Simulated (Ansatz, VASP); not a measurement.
# Two plane-wave programs on In

```
CELL_PARAMETERS angstrom
-1.88253 1.88253 1.88253
1.88253 -1.88253 1.88253
1.88253 1.88253 -1.88253
ATOMIC_POSITIONS crystal
In 0.00000 0.00000 0.00000
```

This isn't the form of In at room conditions, which is tetragonal.

Alike in both runs: functional revPBE; k mesh 10 × 10 × 10; occupations fermi-dirac, width 0.05 eV; no spin polarisation.

```csv
,VASP,Ansatz
version,VASP 6.6.1,Ansatz 0.2.0
potentials or method,"VASP PAW PBE potentials, release 64 (In_d)",Ansatz PAW
plane-wave cutoff (eV),520,420
valence electrons in the cell,13,13
task,single point,band structure
```

```csv
,VASP,Ansatz,Ansatz less VASP
gap on the k mesh at the Fermi level (eV),none,none,-
pressure (GPa),2.6,2.7,+0.06
```

A gap of «none» marks a metal or a gap that the smearing closes.

Caveats: the PAW data sets were made with another functional, which shifts forces and pressure a little (VASP); spin-orbit coupling is left out, which moves the levels of the heavy elements (Ansatz); the PAW data sets come from PBE, with cores solved anew for the run's functional, which leaves a small shift of forces and pressure (Ansatz).
